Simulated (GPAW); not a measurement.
**As: changing the functional**

The structure is orthorhombic, space group Cmce (No. 64). Conventional cell: a = 3.650 Å, b = 11.000 Å, c = 4.470 Å, α = 90.00°, β = 90.00°, γ = 90.00°. Around As (site symmetry m) lie 3 As at 2.48 to 2.49 Å.

This isn't the form of As at room conditions, which is rhombohedral.

Kept alike: task band structure; k mesh 6 × 6 × 5; occupations fermi-dirac, width 0.05 eV; no spin polarisation. Program: GPAW, potentials by row: the program's PAW data sets (release 1.2.1) made for this functional (LDA); PAW data sets generated for this functional (PBEsol); GPAW PAW data sets (gpaw-data 1.2.1) (r2SCAN on files made for PBE), cutoff 600 eV. The mesh is that of the run's cell of 4 atoms. No spin-orbit coupling.

| run | pressure (GPa) |
| --- | --- |
| A | 1.35 |
| B | -0.12 |
| C | -1.71 |

Pressure is positive in compression; the values hold the error of the finite cutoff, so their zero can differ a little from the energy's minimum. For a metal such a mesh leaves the last digits unconverged.

Question: The runs differ in the functional (and the potentials named above) alone: LDA; PBEsol; r2SCAN. Which run is which?

Answer: Run A is r2SCAN; run B is PBEsol; run C is LDA. The pressure runs from -1.71 (LDA) to 1.35 GPa (r2SCAN).
